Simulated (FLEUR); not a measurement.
# C (Fd-3m) in FLEUR: notebook

The runs below take C through equation of state, band structure, with PBEsol, r2SCAN.

Program: FLEUR MaX-R8.1 (later development tree). These are calculated values, not measurements. Logs are shortened: lines on timing, memory, paths and dates and some standing lists are left out, and cuts for length are marked.

**What was measured.**

From “Equation of state of cubic boron nitride at high pressures and temperatures”, 2007, arxiv:cond-mat/0702656, for a bulk crystal of C: bulk modulus 442 ± 5 GPa.

How close the calculation comes is told below.

## Step 1: The crystal as given

Symmetry: Fd-3m, No. 227, cubic system. The conventional cell has a = 3.567 Å, b = 3.567 Å, c = 3.567 Å, α = 90.00°, β = 90.00°, γ = 90.00°. C (site symmetry -43m) has 4 C at 1.54 Å as nearest neighbours.

This isn't the form of C at room conditions, which is graphite.

## Step 2: Equation of state, PBEsol, 5.33 Å³/atom (volume scaled by 0.94)

The input, inp.xml:

```xml
<?xml version="1.0" encoding="UTF-8" standalone="no"?>
<fleurInput fleurInputVersion="0.39">
   <comment>
      C                                                                                                   
   </comment>
   <calculationSetup>
      <cutoffs Kmax="5.5" Gmax="17.0" GmaxXC="17.0" numbands="0"/>
      <scfLoop itmax="60" minDistance="0.00001" maxIterBroyd="15" imix="Anderson" alpha="0.05" precondParam="0.0" spinf="2.0" sdNocoIR="T"/>
      <coreElectrons ctail="T" frcor="F" kcrel="0" coretail_lmax="0"/>
      <xcFunctional name="PBEs" relativisticCorrections="F"/>
      <magnetism jspins="1"/>
      <soc l_soc="F" theta="0.0" phi="0.0" spav="F"/>
      <expertModes spex="0" secvar="F"/>
      <geometryOptimization l_f="F" forcealpha="1.0" forcemix="BFGS" epsdisp="0.0005" epsforce="0.0002"/>
      <ldaU l_linMix="F" mixParam="0.05" spinf="1.0"/>
   </calculationSetup>
   <cell>
      <bzIntegration valenceElectrons="8.0" mode="hist" fermiSmearingEnergy="0.00183747">
         <kPointListSelection listName="default-1"/>
         <!-- k-points included here -->
         <xi:include xmlns:xi="http://www.w3.org/2001/XInclude" href="kpts.xml"> </xi:include>
      </bzIntegration>
      <!-- symmetry operations included here -->
      <xi:include xmlns:xi="http://www.w3.org/2001/XInclude" href="sym.xml"> </xi:include>
      <bulkLattice scale="0.9795861087">
         <bravaisMatrix>
            <row-1>    0.0000000000000000     3.3700808788279017     3.3700808788279017</row-1>
            <row-2>    3.3700808788279017     0.0000000000000000     3.3700808788279017</row-2>
            <row-3>    3.3700808788279017     3.3700808788279017     0.0000000000000000</row-3>
         </bravaisMatrix>
      </bulkLattice>
   </cell>
   <atomSpecies>
      <species name="Carbon (C)" element="C" atomicNumber="6">
         <mtSphere radius="1.31" gridPoints="447" logIncrement="0.023"/>
         <atomicCutoffs lmax="8" lnonsphr="8"/>
         <electronConfig flipSpins="F">
            <coreConfig>(1s1/2)</coreConfig>
            <valenceConfig>(2s1/2) (2p1/2) (2p3/2)</valenceConfig>
            <stateOccupation state="(2p1/2)" spinUp="0.333333" spinDown="0.333333"/>
            <stateOccupation state="(2p3/2)" spinUp="0.666667" spinDown="0.666667"/>
         </electronConfig>
         <energyParameters s="2" p="2" d="3" f="4"/>
         <lo type="SCLO" l="0" n="2" eDeriv="2"/>
         <lo type="SCLO" l="1" n="2" eDeriv="2"/>
         <lo type="SCLO" l="2" n="3" eDeriv="2"/>
      </species>
   </atomSpecies>
   <atomGroups>
      <atomGroup species="Carbon (C)">
         <relPos label="                   1">-3.000/8.000 -3.000/8.000 -3.000/8.000</relPos>
         <relPos label="                   2">3.000/8.000 3.000/8.000 3.000/8.000</relPos>
         <force calculate="T" relaxXYZ="TTT"/>
      </atomGroup>
   </atomGroups>
   <output dos="F" band="F" slice="F">
      <checks vchk="F" cdinf="F"/>
      <bandDOS minEnergy="-.5*Htr" maxEnergy="0.5*Htr" sigma="0.015" storeEVData="T"/>
      <vacuumDOS vacdos="F" integ="F" star="F" nstars="0" locx1="0.0" locy1="0.0" locx2="0.0" locy2="0.0" nstm="0" tworkf="0.0"/>
      <unfoldingBand unfoldBand="F" supercellX="1" supercellY="1" supercellZ="1"/>
      <plotting iplot="0" polar="F">
         <plot TwoD="T" vec1="  1.0  0.0  0.0" vec2="  0.0  1.0  0.0" vec3="  0.0  0.0  1.0" zero="  0.0  0.0  0.0" file="plot"/>
      </plotting>
      <chargeDensitySlicing numkpt="0" minEigenval="0.0" maxEigenval="0.0" nnne="0" pallst="F"/>
      <specialOutput eonly="F"/>
      <moessbauerParams electricFieldGradient="T" isomerShift="T" coreHyperfine="T" valenceHyperfine="T"/>
      <magneticCircularDichroism mcd="F" energyLo="-10.0" energyUp="0.0"/>
   </output>
  <!-- We include the file relax.xml here to enable relaxations (see documentation) -->
  <xi:include xmlns:xi="http://www.w3.org/2001/XInclude" href="relax.xml"> <xi:fallback/> </xi:include>
</fleurInput>
```

Potentials or basis: all-electron, FLAPW.

Command:

```bash
$ inpgen -f crystal.txt -profile fastHighL
$ # inp.xml edited to the form shown
$ fleur_MPI
```

The program printed:

```text
Welcome to FLEUR        (www.flapw.de)
      MaX-Release 8.1          (www.max-centre.eu)

 ========== k-point set info ==========
 Selected k-point list: default-1
 k-point list type: mesh
 13 x 13 x 13
 Number of k points: 84

 ------------Calculation Setup---------------------------
 Number of MPI-tasks      :            1
 Number of PE/node        :            1
 Number of OMP-threads    :            1
 Most efficient MPI parallelization for:
           1           2           3           4           6           7          12          14          21          28          42          84
 Additional eigenvalue parallelization possible
 Number of basis functions:          238
 Approximate size of matrices (H+S) per k-point:         0.001 GB
 --------------------------------------------------------
 Iteration:     1   Distance:      28.06991114 me/bohr^3
 Iteration:     2   Distance:      26.42168900 me/bohr^3
 Iteration:     3   Distance:       4.09095022 me/bohr^3
 Iteration:     4   Distance:       1.27404244 me/bohr^3
 Iteration:     5   Distance:       0.27845889 me/bohr^3
 Iteration:     6   Distance:       0.04727266 me/bohr^3
 Iteration:     7   Distance:       0.01567738 me/bohr^3
 Iteration:     8   Distance:       0.00028148 me/bohr^3
 Iteration:     9   Distance:       0.00034616 me/bohr^3
 Iteration:    10   Distance:       0.00001374 me/bohr^3
 Iteration:    11   Distance:       0.00002835 me/bohr^3
 Iteration:    12   Distance:       0.00000027 me/bohr^3

 ********************************************************************
 Run finished successfully
 Stop message:
   all done
 ********************************************************************
```

out.xml (last iteration):

```text
<iteration numberForCurrentRun="   12" overallNumber="   12">
         <energyParameters units="Htr">
            <atomicEP atomType="1" spin="1" branch="2s" branchLowest="-9.21" branchHighest="3.10" value="-0.2831253581"/>
            <atomicEP atomType="1" spin="1" branch="2p" branchLowest="-9.99" branchHighest="2.55" value="-0.0920019467"/>
            <atomicEP atomType="1" spin="1" branch="3d" branchLowest="-9.99" branchHighest="7.41" value="0.1081323494"/>
            <atomicEP atomType="1" spin="1" branch="4f" branchLowest="-9.99" branchHighest="12.37" value="0.2678731979"/>
            <loAtomicEP atomType="1" spin="1" branch="2s" branchLowest="-9.21" branchHighest="3.10" value="-0.2831253581"/>
            <loAtomicEP atomType="1" spin="1" branch="2p" branchLowest="-9.99" branchHighest="2.55" value="-0.0920131889"/>
            <loAtomicEP atomType="1" spin="1" branch="3d" branchLowest="-9.99" branchHighest="7.41" value="0.1081350979"/>
         </energyParameters>
         <eigenvalues>
            <eigenvaluesAt spin="1" ikpt="1" k_x="0.00000000" k_y="0.00000000" k_z="0.00000000">
                      -0.3266095057        0.4952913897        0.4952913897        0.4952913897        0.7053656870
                       0.7053656870        0.7053656870
            </eigenvaluesAt>
            <eigenvaluesAt spin="1" ikpt="2" k_x="0.00000000" k_y="0.00000000" k_z="0.07692308">
                      -0.3203189480        0.4538500369        0.4842352539        0.4842352539        0.7198225414
                       0.7198225414        0.7310109826
            </eigenvaluesAt>
            <eigenvaluesAt spin="1" ikpt="3" k_x="0.00000000" k_y="0.00000000" k_z="0.15384615">
                      -0.3015036831        0.3662578823        0.4595004033        0.4595004033        0.7522264337
                       0.7522264337        0.7738844835
            </eigenvaluesAt>
            <eigenvaluesAt spin="1" ikpt="4" k_x="0.00000000" k_y="0.00000000" k_z="0.23076923">
                      -0.2703465297        0.2662003193        0.4329255575        0.4329255575        0.7842786282
                       0.7842786282        0.8080204527
            </eigenvaluesAt>
         </eigenvalues>
         <bandgap value="4.1531520230" units="eV"/>
         <sumValenceSingleParticleEnergies value="1.2018315723" units="Htr"/>
         <FermiEnergy value="0.4952913897" units="Htr"/>
         <valenceDensity>
            <mtCharges spin="1">
               <mtCharge atomType="1" total="2.0096348" s="0.6084868" p="1.3668820" d="0.0308127" f="0.0028715"/>
            </mtCharges>
            <spinDependentCharge spin="1" total="8.0000000" interstitial="3.9807303" mtSpheres="4.0192697"/>
            <totalCharge value="8.0000000000"/>
         </valenceDensity>
         <coreStates atomType="     1" atomicNumber="  6" spin="1" kinEnergy="     31.7281273666" eigValSum="    -18.4326025073" lostElectrons=" 0.000266">
            <state n="1" l="0" j="0.5" energy="-9.2163012537" weight="1.0000000000"/>
         </coreStates>
         <allElectronCharges>
            <spinDependentCharge spin="1" total="12.0000000" interstitial="3.9812596" mtSpheres="8.0187404"/>
            <totalCharge value="11.9999999963"/>
         </allElectronCharges>
         <moessbauerParams unitsHFF="kG" unitsIS="e/bohr^3" unitsEFG="Htr/bohr^2">
            <coreIsomerShift atomType="1" isTotal="123.06428">
               <shell n="1" l="0" isomerShift="123.06428"/>
            </coreIsomerShift>
            <isomerShift atomType="1" nucleusRadius="0.0000541" averageDensity="127.47565"/>
            <electricFieldGradient atomType="1" VXX="0.00000" VYY="0.00000" VZZ="0.00000" asymParam="0.00000">
            </electricFieldGradient>
         </moessbauerParams>
         <totalEnergy                                    value="      -75.8925667318" units="Htr">
            <sumOfEigenvalues                            value="      -35.6633734423">
               <coreElectrons value="-36.8652050146"/>
               <valenceElectrons value="1.2018315723"/>
            </sumOfEigenvalues>
            <densityCoulombPotentialIntegral value="-97.6730597843"/>
            <densityEffectivePotentialIntegral value="-111.4236203693"/>
            <chargeDenXCDenIntegral value="-10.5859763623"/>
            <FockExchangeEnergyValence value="0.0000000000"/>
            <FockExchangeEnergyCore value="0.0000000000"/>
            <atomTypeDependentContributions atomType="1">
               <electronNucleiInteractionDifferentMTs value="82.9277411094"/>
               <MadelungTerm value="-9.3025662949"/>
            </atomTypeDependentContributions>
            <tkbTimesEntropy value="0.0000000000"/>
            <freeEnergy value="-75.8925667318"/>
            <extrapolationTo0K value="-75.8925667318"/>
         </totalEnergy>
         <densityConvergence units="me/bohr^3">
            <chargeDensity spin="1" distance="0.0000002668"/>
         </densityConvergence>
      </iteration>
```

Wall time 15 s (1 thread of Arm Neoverse V2, shared host); peak memory 0.05 GiB.

Results:

```
Free energy                                           : -2065.1419 eV
Band gap on the k mesh                                : 4.15 eV, indirect (least direct gap 5.72 eV)
Valence electrons inside the program's atomic spheres : C 2.01 (radii C 1.31 bohr)
```

Caveat: an odd mesh through Γ misses points on the zone boundary, where band edges often lie.

## Step 3: Equation of state, PBEsol, 5.44 Å³/atom (volume scaled by 0.96)

inp.xml, as its differences from that of step 2:

```diff
@@ -24,3 +24,3 @@
       <xi:include xmlns:xi="http://www.w3.org/2001/XInclude" href="sym.xml"> </xi:include>
-      <bulkLattice scale="0.9795861087">
+      <bulkLattice scale="0.9864848297">
          <bravaisMatrix>
```

Potentials or basis: all-electron, FLAPW.

Command:

```bash
$ inpgen -f crystal.txt -profile fastHighL
$ # inp.xml edited to the form shown
$ fleur_MPI
```

Run time: 15 s. Hardware: 1 thread of Arm Neoverse V2, shared host; peak memory 0.05 GiB.

It converged, with:

| Property | Result |
| --- | --- |
| Free energy | -2065.1699 eV |
| Band gap on the k mesh | 4.11 eV, indirect (least direct gap 5.66 eV) |
| Valence electrons inside the program's atomic spheres | C 1.99 (radii C 1.31 bohr) |

Caveat: an odd mesh through Γ misses points on the zone boundary, where band edges often lie.

## Step 4: Equation of state, PBEsol, 5.56 Å³/atom (volume scaled by 0.98)

inp.xml, as its differences from that of step 3:

```diff
@@ -24,3 +24,3 @@
       <xi:include xmlns:xi="http://www.w3.org/2001/XInclude" href="sym.xml"> </xi:include>
-      <bulkLattice scale="0.9864848297">
+      <bulkLattice scale="0.9932883884">
          <bravaisMatrix>
```

Command:

```bash
$ inpgen -f crystal.txt -profile fastHighL
$ # inp.xml edited to the form shown
$ fleur_MPI
```

Wall time 14 s (1 thread of Arm Neoverse V2, shared host); peak memory 0.05 GiB.

It converged, with:

| Item | Value |
| --- | --- |
| Free energy | -2065.1830 eV |
| Band gap on the k mesh | 4.06 eV, indirect (least direct gap 5.60 eV) |
| Valence electrons inside the program's atomic spheres | C 1.97 (radii C 1.31 bohr) |

Caveat: an odd mesh through Γ misses points on the zone boundary, where band edges often lie.

## Step 5: Equation of state, PBEsol, 5.67 Å³/atom

inp.xml, as its differences from that of step 4:

```diff
@@ -24,3 +24,3 @@
       <xi:include xmlns:xi="http://www.w3.org/2001/XInclude" href="sym.xml"> </xi:include>
-      <bulkLattice scale="0.9932883884">
+      <bulkLattice scale="1.0000000000">
          <bravaisMatrix>
```

Command:

```bash
$ inpgen -f crystal.txt -profile fastHighL
$ # inp.xml edited to the form shown
$ fleur_MPI
```

Wall time 16 s (1 thread of Arm Neoverse V2, shared host); peak memory 0.05 GiB.

It converged, with:

```yaml
Free_energy: -2065.1826 eV
Band_gap_on_the_k_mesh: 4.01 eV, indirect (least direct gap 5.54 eV)
Valence_electrons_inside_the_program's_atomic_spheres: C 1.95 (radii C 1.31 bohr)
```

Caveat: an odd mesh through Γ misses points on the zone boundary, where band edges often lie.

## Step 6: Equation of state, PBEsol, 5.79 Å³/atom (volume scaled by 1.02)

inp.xml, as its differences from that of step 5:

```diff
@@ -24,3 +24,3 @@
       <xi:include xmlns:xi="http://www.w3.org/2001/XInclude" href="sym.xml"> </xi:include>
-      <bulkLattice scale="1.0000000000">
+      <bulkLattice scale="1.0066227096">
          <bravaisMatrix>
```

Potentials or basis: all-electron, FLAPW.

Command:

```bash
$ inpgen -f crystal.txt -profile fastHighL
$ # inp.xml edited to the form shown
$ fleur_MPI
```

Run time: 15 s. Hardware: 1 thread of Arm Neoverse V2, shared host; peak memory 0.05 GiB.

It converged, with:

| Property | Result |
| --- | --- |
| Free energy | -2065.1700 eV |
| Band gap on the k mesh | 3.97 eV, indirect (least direct gap 5.49 eV) |
| Valence electrons inside the program's atomic spheres | C 1.93 (radii C 1.31 bohr) |

Caveat: an odd mesh through Γ misses points on the zone boundary, where band edges often lie.

## Step 7: Equation of state, PBEsol, 5.90 Å³/atom (volume scaled by 1.04)

inp.xml, as its differences from that of step 6:

```diff
@@ -24,3 +24,3 @@
       <xi:include xmlns:xi="http://www.w3.org/2001/XInclude" href="sym.xml"> </xi:include>
-      <bulkLattice scale="1.0066227096">
+      <bulkLattice scale="1.0131594038">
          <bravaisMatrix>
```

Command:

```bash
$ inpgen -f crystal.txt -profile fastHighL
$ # inp.xml edited to the form shown
$ fleur_MPI
```

Run time: 17 s. Hardware: 1 thread of Arm Neoverse V2, shared host; peak memory 0.05 GiB.

Results (log left out):

* Free energy: -2065.1462 eV
* Band gap on the k mesh: 3.93 eV, indirect (least direct gap 5.43 eV)
* Valence electrons inside the program's atomic spheres: C 1.92 (radii C 1.31 bohr)

Caveat: an odd mesh through Γ misses points on the zone boundary, where band edges often lie.

## Step 8: Equation of state, PBEsol, 6.01 Å³/atom (volume scaled by 1.06)

inp.xml, as its differences from that of step 7:

```diff
@@ -24,3 +24,3 @@
       <xi:include xmlns:xi="http://www.w3.org/2001/XInclude" href="sym.xml"> </xi:include>
-      <bulkLattice scale="1.0131594038">
+      <bulkLattice scale="1.0196128224">
          <bravaisMatrix>
```

Command:

```bash
$ inpgen -f crystal.txt -profile fastHighL
$ # inp.xml edited to the form shown
$ fleur_MPI
```

Wall time 16 s (1 thread of Arm Neoverse V2, shared host); peak memory 0.05 GiB.

Results (log left out):

```yaml
Free_energy: -2065.1122 eV
Band_gap_on_the_k_mesh: 3.89 eV, indirect (least direct gap 5.39 eV)
Valence_electrons_inside_the_program's_atomic_spheres: C 1.90 (radii C 1.31 bohr)
```

Caveat: an odd mesh through Γ misses points on the zone boundary, where band edges often lie.

## Step 9: Equation of state, PBEsol

Potentials or basis: all-electron, FLAPW.

This step only gathers the single runs of the series.

Results:

| Item | Value |
| --- | --- |
| Equilibrium volume | 5.61 Å³/atom |
| Bulk modulus | 450 GPa |
| Pressure derivative of the bulk modulus | 3.7 |

Energy against volume, from the lowest point:
| volume (Å³/atom) | energy (meV/atom) |
| --- | --- |
| 5.332 | 20.54 |
| 5.445 | 6.57 |
| 5.558 | 0.00 |
| 5.672 | 0.22 |
| 5.785 | 6.54 |
| 5.899 | 18.41 |
| 6.012 | 35.41 |

(Continued in part 2 of 2.)
